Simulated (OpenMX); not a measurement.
# Ru: band structure with LDA

Crystal: Ru.

```xyz
2
Lattice="2.7058 0.0000 0.0000 -1.3529 2.3433 0.0000 0.0000 0.0000 4.2819" Properties=species:S:1:pos:R:3 pbc="T T T"
Ru    1.3529    0.7811    3.2114
Ru    0.0000    1.5622    1.0705
```

```yaml
Program: OpenMX 3.8.5
Task: band structure
Functional: LDA
Potentials_or_basis: OpenMX 2013 LDA set, Ru7.0-s3p2d2, grid cutoff 400 Ry
k_mesh: 11 × 11 × 7
Occupations: fermi-dirac, width 0.05 eV
Spin: no spin polarisation
Mixing_scheme: rmm-diisk
SCF_threshold: 1e-08 Ha
Solver: band
Max_SCF_cycles: 100
```

```
Pressure                : -4.1 GPa
Largest force           : 0.013 eV/Å
Band gap along the path : none (metal or under the smearing width)
```

Forces on the atoms (eV/Å):
```
Ru   0.000  0.013  0.000
Ru   0.000 -0.013  0.000
```

Levels at the corners of the path, in eV from the Fermi level:
| point | band 11 | band 12 | band 13 | band 14 | band 15 | band 16 | band 17 | band 18 |
| --- | --- | --- | --- | --- | --- | --- | --- | --- |
| Γ | -2.40 | -1.88 | -1.88 | -1.36 | -1.36 | 1.21 | 1.21 | 1.34 |
| M | -2.09 | -1.81 | -1.53 | 1.46 | 1.89 | 1.94 | 4.09 | 6.18 |
| K | -2.83 | -2.83 | -1.04 | 1.10 | 1.10 | 1.48 | 7.23 | 7.56 |
| Γ | -2.40 | -1.88 | -1.88 | -1.36 | -1.36 | 1.21 | 1.21 | 1.34 |
| A | -2.75 | -2.75 | -2.73 | -2.73 | 0.59 | 0.59 | 0.59 | 0.59 |
| L | -1.03 | -1.03 | 0.49 | 0.49 | 1.70 | 1.70 | 3.46 | 3.46 |
| H | -2.72 | -2.72 | -1.13 | -1.13 | 1.31 | 1.31 | 8.55 | 8.55 |
| A|L | -2.75 | -2.75 | -2.73 | -2.73 | 0.59 | 0.59 | 0.59 | 0.59 |
| M|K | -2.09 | -1.81 | -1.53 | 1.46 | 1.89 | 1.94 | 4.09 | 6.18 |
| H | -2.72 | -2.72 | -1.13 | -1.13 | 1.31 | 1.31 | 8.55 | 8.55 |

It took 2.4 min on 1 thread of Arm Neoverse V1, on a shared host, peak memory 0.65 GiB.

Caveat: the basis of atomic orbitals isn't converged, which shifts pressures, moduli and gaps.
